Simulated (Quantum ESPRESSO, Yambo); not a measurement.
# CdSe (F-43m): G0W0 with Yambo, start to end, part 2 of 3

Wanted: ground state, empty states, screening and self-energy for CdSe (F-43m).

Quantum ESPRESSO 7.5 and Yambo 5.3.0; PBE and many-body steps on it, plane waves. Known limits of the many-body steps: not at the basis limit; exchange with frozen shells missing; no spin-orbit coupling; coarse k mesh.

So far. Step 2 (Ground state): The gap is direct, at Γ. Step 3 (Bands along the symmetry lines): The gap is 0.547 eV, as in the run before at this level.

### Step 4. Empty states on the mesh, 4×4×4 mesh, 389 bands

Level of this step: DFT, PBE, plane waves, norm-conserving pseudopotentials (Quantum ESPRESSO).

The sums over transitions need many empty states on a uniform mesh; this step solves for them.

File pw.in:

```
&control
  calculation = 'nscf'
  prefix = 'x'
  outdir = 'o'
  pseudo_dir = 'pseudo'
/
&system
  ibrav = 0
  nat = 2
  ntyp = 2
  ecutwfc = 94.0
  nbnd = 389
  force_symmorphic = .true.
/
&electrons
  conv_thr = 1e-9
  electron_maxstep = 80
  diago_full_acc = .true.
  diago_thr_init = 5e-6
/
ATOMIC_SPECIES
  Cd 112.41 Cd.upf
  Se 78.971 Se.upf
CELL_PARAMETERS angstrom
  -0.0000000000 3.0702711986 3.0702711986
  3.0702711986 -0.0000000000 3.0702711986
  3.0702711986 3.0702711986 -0.0000000000
ATOMIC_POSITIONS crystal
  Cd 0.0000000000 0.0000000000 0.0000000000
  Se 0.7500000000 0.7500000000 0.7500000000
K_POINTS automatic
  4 4 4 0 0 0
```

Command:

```sh
$ OMP_NUM_THREADS=1 mpirun -n 4 pw.x -nk 4 -in pw.in > pw.out
```

What it wrote:

```text
[banner, memory and clock lines left out]
Program PWSCF v.7.5 starts

     Atomic positions and unit cell read from directory:
     o/x.save/

     Message from routine setup:
     using ibrav=0 with symmetry is DISCOURAGED, use correct ibrav instead

     G-vector sticks info

     bravais-lattice index     =            0
     lattice parameter (alat)  =       8.2052  a.u.
     unit-cell volume          =     390.6221 (a.u.)^3
     number of atoms/cell      =            2
     number of atomic types    =            2
     number of electrons       =        36.00
     number of Kohn-Sham states=          389
     kinetic-energy cutoff     =      94.0000  Ry
     charge density cutoff     =     376.0000  Ry
     Exchange-correlation= PBE
                           (   1   4   3   4   0   0   0)

     celldm(1)=   8.205227  celldm(2)=   0.000000  celldm(3)=   0.000000
     celldm(4)=   0.000000  celldm(5)=   0.000000  celldm(6)=   0.000000

     crystal axes: (cart. coord. in units of alat)
               a(1) = (  -0.000000   0.707107   0.707107 )
               a(2) = (   0.707107  -0.000000   0.707107 )
               a(3) = (   0.707107   0.707107  -0.000000 )

     reciprocal axes: (cart. coord. in units 2 pi/alat)
               b(1) = ( -0.707107  0.707107  0.707107 )
               b(2) = (  0.707107 -0.707107  0.707107 )
               b(3) = (  0.707107  0.707107 -0.707107 )
     Pseudo is Norm-conserving + core correction, Zval = 20.0
     Generated using ONCVPSP code by D. R. Hamann
     Using radial grid of 1368 points,  6 beta functions with:
     Pseudo is Norm-conserving + core correction, Zval = 16.0
     Generated using ONCVPSP code by D. R. Hamann
     Using radial grid of 1214 points,  6 beta functions with:
     Cd               20.00   112.41000     Cd( 1.00)
     Se               16.00    78.97100     Se( 1.00)

     24 Sym. Ops. (no inversion) found

   Cartesian axes

     site n.     atom                  positions (alat units)
         1        Cd     tau(   1) = (   0.0000000   0.0000000   0.0000000  )
         2        Se     tau(   2) = (   1.0606602   1.0606602   1.0606602  )

     number of k points=     8
                       cart. coord. in units 2pi/alat
        k(    1) = (   0.0000000   0.0000000   0.0000000), wk =   0.0312500
        k(    2) = (   0.1767767   0.1767767  -0.1767767), wk =   0.2500000
        k(    3) = (  -0.3535534  -0.3535534   0.3535534), wk =   0.1250000
[...]
k(    7) = (  -0.7071068   0.0000000   0.0000000), wk =   0.0937500
        k(    8) = (  -0.7071068   0.3535534   0.0000000), wk =   0.1875000

     Dense  grid:    47855 G-vectors     FFT dimensions: (  54,  54,  54)

     The potential is recalculated from file :
     o/x.save/charge-density

     Starting wfcs are   19 randomized atomic wfcs +  370 random wfcs

     Band Structure Calculation

     End of band structure calculation

          k = 0.0000 0.0000 0.0000 (  5985 PWs)   bands (ev):

   -94.2722 -55.3327 -55.3327 -55.3327 -39.2906 -39.2906 -39.2906 -39.2870
   -39.2870  -5.0742  -0.4764  -0.4764  -0.4764  -0.1327  -0.1327   7.3616
     7.3616   7.3616   7.9091  13.3050  13.3050  13.3050  17.0418  18.4303
[...]
[... 37 further rows ...]
[...]
202.7806 202.7806 202.7806 203.5512 203.5512

          k = 0.1768 0.1768-0.1768 (  6018 PWs)   bands (ev):

[...]
[... 37 further rows ...]
[...]
199.7470 200.1907 200.1907 201.9083 202.1645

          k =-0.3536-0.3536 0.3536 (  5996 PWs)   bands (ev):

[...]
58.8809  58.8809  59.6407  59.6978  60.5345  60.5345  62.3366  62.7241
     [... 37 further rows ...]
   194.6028 194.6028 194.7051 195.3712 196.1606 196.1606 197.1940 197.1940
   197.2232 198.4015 198.4015 199.2145 199.5798

          k = 0.3536 0.0000 0.0000 (  6030 PWs)   bands (ev):

     [... further k-points ...]

     highest occupied, lowest unoccupied level (ev):     7.3616    7.9091

     XML data file, pseudopotentials, collected wavefunctions
```

Run time: 2.2 min. Hardware: 4 MPI ranks of Arm Neoverse N1, shared host; peak memory 1 GiB; 8.7 min of CPU time.

Numbers from this step:

```yaml
gap: 0.5475 eV
k_of_the_valence_top: 0, 0, 0
k_of_the_conduction_bottom: 0, 0, 0
least_direct_gap: 0.5475 eV
k_points_computed: 8
lowest_point_of_the_top_converged_band_above_the_valence_top: 190.6973 eV
```

On this mesh the gap is 0.547 eV.

### Step 5. Conversion and set-up

This step: Yambo 5.3.0; conversion and set-up on PBE, plane waves, norm-conserving pseudopotentials.

The states are converted to the many-body program's format and the q mesh is built.

Command:

```sh
$ (cd o/x.save; p2y > p2y.log; mv SAVE ../..); yambo > setup.log
```

What it wrote:

```text
 Yambo, version 5.3.0

 [02] CORE Variables Setup
 =========================

  [02.01] Unit cells
  ==================

  Cell kind             :  FCC
  Atoms in the cell     :  Cd  Se
  number of Cd atoms    :  1
  number of Se atoms    :  1

  List of atomic masses
  Mass of Cd    :  112.4100
  Mass of Se    :  78.97100

  List of atomic coordinates    : [cc]
  Cd1       :  0.000000  0.000000  0.000000  order 1
  Se1       :  8.702958  8.702958  8.702958  order 2

  Alat factors          :  5.801972  5.801972  5.801972 [a.u.]
  Direct lattice volume :  390.6221 [a.u.]
  Direct lattice vectors:  A[ 1 ]  A[ 2 ]  A[ 3 ]
   A[ 1 ]: -0.000000  1.000000  1.000000  [iru]
  -0.000000  5.801972  5.801972  [cc]
   A[ 2 ]:  1.000000 -0.000000  1.000000  [iru]
   5.801972 -0.000000  5.801972  [cc]
   A[ 3 ]:  1.000000  1.000000 -0.000000  [iru]
   5.801972  5.801972 -0.000000  [cc]

  Recip. lattice volume :  0.635013 [a.u.]
  Recip. lattice vectors:  B[ 1 ]  B[ 2 ]  B[ 3 ]
   B[ 1 ]: -0.500000  0.500000  0.500000  [iku]
  -0.541470  0.541470  0.541470  [cc]
   B[ 2 ]:  0.500000 -0.500000  0.500000  [iku]
   0.541470 -0.541470  0.541470  [cc]
   B[ 3 ]:  0.500000  0.500000 -0.500000  [iku]
   0.541470  0.541470 -0.541470  [cc]

  [02.02] Symmetries
  ==================

  Inversion symmetry    : yes
  Spatial inversion     : no
  Inversion index       :  25
  K-space Time-reversal : yes
  Magnetic symmetries   : no
  Time-reversal derived K-space symmetries:   25   48
  Group table correct   : yes
  Symmetries units      :  [cc]

   [S  1]:   1.0000     -0.58858E-17 -0.58858E-17 -0.58858E-17   1.0000      0.58858E-17  0.58858E-17  0.58858E-17   1.0000
   [S  2]:  -1.0000      0.58858E-17 -0.58858E-17  0.58858E-17  -1.0000      0.58858E-17 -0.58858E-17 -0.58858E-17   1.0000
   [S  3]:  -1.0000     -0.58858E-17  0.58858E-17  0.58858E-17   1.0000     -0.58858E-17 -0.58858E-17  0.58858E-17  -1.0000
[...]
[S  9]: -0.58858E-17   1.0000     -0.58858E-17  0.58858E-17 -0.58858E-17   1.0000       1.0000      0.58858E-17  0.58858E-17
   [S 10]: -0.58858E-17  -1.0000      0.58858E-17  0.58858E-17  0.58858E-17  -1.0000       1.0000     -0.58858E-17 -0.58858E-17
     [... 36 further rows ...]
   [S*47]:   1.0000     -0.58858E-17  0.58858E-17 -0.58858E-17  0.58858E-17  -1.0000      0.58858E-17   1.0000     -0.58858E-17
   [S*48]:   1.0000      0.58858E-17 -0.58858E-17 -0.58858E-17 -0.58858E-17   1.0000      0.58858E-17  -1.0000      0.58858E-17

  [02.03] Reciprocal space
  ========================

  nG shells         :   429
  nG charge         :   47855
  nG WFs            :   7171
  nC WFs            :   6030
  G-vecs. in first 42 shells:  [ Number ]
     1    9   15   27   51   59   65   89  113
    137   169   181   229   259   283   307   331   339
    387   411   459   531   537   561   609   645   701
[...]
K/Q-points units:
  rlu = crystal or reduced units; cc = cartesian coordinates; iku = interal k-units

  K [1]          [rlu]:  0.000000  0.000000  0.000000
         WF components:   5985
  K [2]          [rlu]: -0.74024E-17  0.64753E-17  0.25000
         WF components:   6018
  K [3]          [rlu]:  0.14805E-16 -0.12951E-16 -0.50000
         WF components:   5996
  K [4]          [rlu]: -0.67816E-17  0.25000      0.25000
         WF components:   6030
  K [5]          [rlu]:  0.19523E-17  0.25000     -0.50000
         WF components:   6012
  [... 2 further k-points ...]
  K [8]          [rlu]:  0.250000 -0.500000 -0.250000
         WF components:   6008

  [02.05] Energies & Occupations
  ==============================

  [X] === General ===
  [X] Electronic Temperature                        :  0.000000  0.000000 [eV K]
  [X] Bosonic    Temperature                        :  0.000000  0.000000 [eV K]
  [X] Finite Temperature mode                       : no
  [X] El. density                                   :  0.62193E+24 [cm-3]
  [X] Fermi Level                                   :  7.361628 [eV]

  [X] === Gaps and Widths ===
  [X] Conduction Band Min                           :  0.547474 [eV]
  [X] Valence Band Max                              :  0.000000 [eV]
  [X] Filled Bands                                  :  18
  [X] Empty Bands                                   :    19   389
  [X] Direct Gap                                    :  0.547474 [eV]
  [X] Direct Gap localized at k                     :  1
  [X] Indirect Gap                                  :  0.547474 [eV]
  [X] Indirect Gap between kpts                     :  1  1
  [X] Last valence band width                       :  2.085577 [eV]
  [X] 1st conduction band width                     :  4.363902 [eV]

  E @ K [1]:  [eV]
  -101.6338  -62.6943  -62.6943  -62.6943  -46.6522  -46.6522  -46.6522  -46.6486
   -46.649      -12.436      -7.8380      -7.8380      -7.8380      -7.4943      -7.4943     -0.50322E-10
  -0.16010E-10   0.0000      0.54747       5.9434       5.9434       5.9434       9.6801       11.069
[...]
occ @ K [1]
[...]
E @ K [2]:  [eV]
[...]
occ @ K [2]
[...]
E @ K [3]:  [eV]
[...]
occ @ K [3]
[...]
E @ K [4]:  [eV]
[...]
occ @ K [4]
[...]
E @ K [5]:  [eV]
[...]
occ @ K [5]
[...]
[... 2 further k-points ...]
  E @ K [8]:  [eV]
[...]
occ @ K [8]
[...]
0.000000  0.000000  0.000000  0.000000  0.000000  0.000000  0.000000  0.000000
   0.000000  0.000000  0.000000  0.000000  0.000000  0.000000  0.000000  0.000000

 [03] Transferred momenta grid and indexing
 ==========================================

 IBZ Q-points                                      :   8
 BZ  Q-points                                      :   64

 K/Q-points units:
 rlu = crystal or reduced units; cc = cartesian coordinates; iku = interal k-units

 Q [1]          [rlu]:  0.000000  0.000000  0.000000
 Q [2]          [rlu]: -0.74024E-17  0.64753E-17  0.25000
 Q [3]          [rlu]:  0.14805E-16 -0.12951E-16 -0.50000
[...]
Q [7]          [rlu]:  0.13563E-16 -0.50000     -0.50000
 Q [8]          [rlu]:  0.250000 -0.500000 -0.250000

  [03.01] X indexes
  =================

   [03.01.01] Sigma indexes
   ========================

 [06] Game Over & Game summary
```

Run time: 4.4 s. Hardware: 1 MPI rank; peak memory 0.26 GiB.

(Continued in part 3 of 3.)

[Paths, hosts, dates, memory and timing lines, banners, echoed tables and standing remarks are left out of the program output.]

[Logs are printed without paths, hosts, clocks, repeated set-up lines and the standing remarks that a program may print on its own settings, such as how far it seeks lower states.]

[Runs of the session that timed out or met a known fault of the program may be left out.]

[Hosts, paths, dates, database ids (printed as entryN), source tags and the programs' standing remarks are cut or masked in the printed files.]
